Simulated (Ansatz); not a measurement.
The calculation used Ansatz, DFT PBE, scalar-relativistic, plane waves, PAW.

Cutoff 420 eV; k points 9×9×6 on the computed 4-atom cell (Γ-centred); Gaussian smearing, width 0.02 eV; no spin polarisation.

```yaml
crystal:
  lattice:
    - [4.30073, 0.00000, 0.00000]
    - [-2.15037, 3.72455, 0.00000]
    - [0.00000, 0.00000, 4.72206]
  atoms:
    - { symbol: Sr, position: [0.33333, 0.66667, 0.94592] }
    - { symbol: Sr, position: [0.66667, 0.33333, 0.43854] }
    - { symbol: O, position: [0.33333, 0.66667, 0.43728] }
    - { symbol: O, position: [0.66667, 0.33333, 0.92825] }
```

Problem. Is this geometry at equilibrium? Which atom feels the largest force?

Solution. It isn't. Atom 1 (Sr) feels (0.00, 0.00, -0.58) eV/Å, 0.584 eV/Å in size.

Problem. Give all forces and the stress.

Solution.
| atom | Fx | Fy | Fz |
| --- | --- | --- | --- |
| Sr1 | 0.000 | 0.000 | -0.584 |
| Sr2 | 0.000 | 0.000 | -0.173 |
| O3 | 0.000 | 0.000 | 0.262 |
| O4 | 0.000 | 0.000 | 0.494 |
Stress (GPa, compression positive):
```
 3.87  0.00  0.00
 0.00  3.87  0.00
 0.00  0.00 22.70
```

This form isn't the usual stable structure of the compound.